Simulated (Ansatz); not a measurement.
The system is Pb.

```
Pb
1.0
     0.00000    2.47502    2.47502
     2.47502    0.00000    2.47502
     2.47502    2.47502    0.00000
Pb
1
Direct
  0.00000 0.00000 0.00000
```

Base run:

| Property | Result |
| --- | --- |
| Program | Ansatz 0.2.0 |
| Functional | r2SCAN |
| Potentials or basis | Ansatz PAW |
| Cutoff | 500 eV (not typed: the program's choice for these potentials) |
| k mesh | 9 × 9 × 9 |
| Occupations | fermi-dirac, width 0.05 eV |
| Spin | no spin polarisation |

Its results: band gap on the k mesh none (metal or under the smearing width); pressure 1.1 GPa.

The run is repeated on the same cell with these changes: functional from r2SCAN to exchange-only PBE; cutoff from 500 eV (not typed: the program's choice for these potentials) to 420 eV (not typed: the program's choice for these potentials). What comes out?

Band gap on the k mesh none (metal or under the smearing width); pressure 11.5 GPa.

Caveats: spin-orbit coupling is left out, which moves the levels of the heavy elements; the PAW data sets come from PBE, with cores solved anew for the run's functional, which leaves a small shift of forces and pressure.
